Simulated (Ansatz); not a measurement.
# LiF (Fm-3m): gap against strain (epitaxial in the xy plane)

LiF (started from an entry of an open crystallographic database), relaxed with r2SCAN in Ansatz, then strained (epitaxial in the xy plane; changes of length per length, axes as in the cell below) with the atoms relaxed again within the symmetry that is left. The symmetry is Fm-3m (No. 225, cubic); conventional cell a = 3.990 Å, 7.94 Å³ an atom. Li is surrounded by 6 F at 1.99 Å; F is surrounded by 6 Li at 1.99 Å. The values are computed, spin-unpolarised, and not measurements.

```yaml
crystal:
  lattice:
    - [0.00000, 1.99487, 1.99487]
    - [1.99487, 0.00000, 1.99487]
    - [1.99487, 1.99487, 0.00000]
  atoms:
    - { symbol: Li, position: [0.00000, 0.00000, 0.00000] }
    - { symbol: F, position: [0.50000, 0.50000, 0.50000] }
```

Gaps are the least over each mesh (PBE 10×10×10, r2SCAN 10×10×10, HSE06 8×8×8 when unstrained) and the special points, which keep their unstrained names; stress is the change from the unstrained cell, compression positive.

```tsv
strain (%)	free normal strain (%)	gap, PBE (eV)	gap, r2SCAN (eV)	gap, HSE06 (eV)	edges, HSE06	in-plane stress, r2SCAN (GPa)	energy rise, r2SCAN (meV/atom)
-5.29	+4.20	9.843	10.847	12.192	Γ	+11.47	26.8
-1.14	+0.81	9.455	10.444	11.787	Γ	+1.88	1.1
0.0	0.00	9.347	10.330	11.674	Γ–K (0.17) → Γ	0.00	0.0
```

Question: Estimate the row for a strain of +3.71 %.

Answer:
```tsv
strain (%)	free normal strain (%)	gap, PBE (eV)	gap, r2SCAN (eV)	gap, HSE06 (eV)	edges, HSE06	in-plane stress, r2SCAN (GPa)	energy rise, r2SCAN (meV/atom)
+3.71	-2.25	8.841	9.801	11.129	Γ	-4.51	9.0
```

Between zero and the nearest strains the slope of the HSE06 gap against strain is -0.099 eV per percent for negative and -0.147 for positive strain.

Where an edge lies off the special points, it is a point of the mesh or the k point where a search put PBE's edge or least direct gap, reused for the other functionals, whose own edges may lie a little apart.

The meshes of the hybrids are coarse, so their gaps aren't converged to the digits shown.
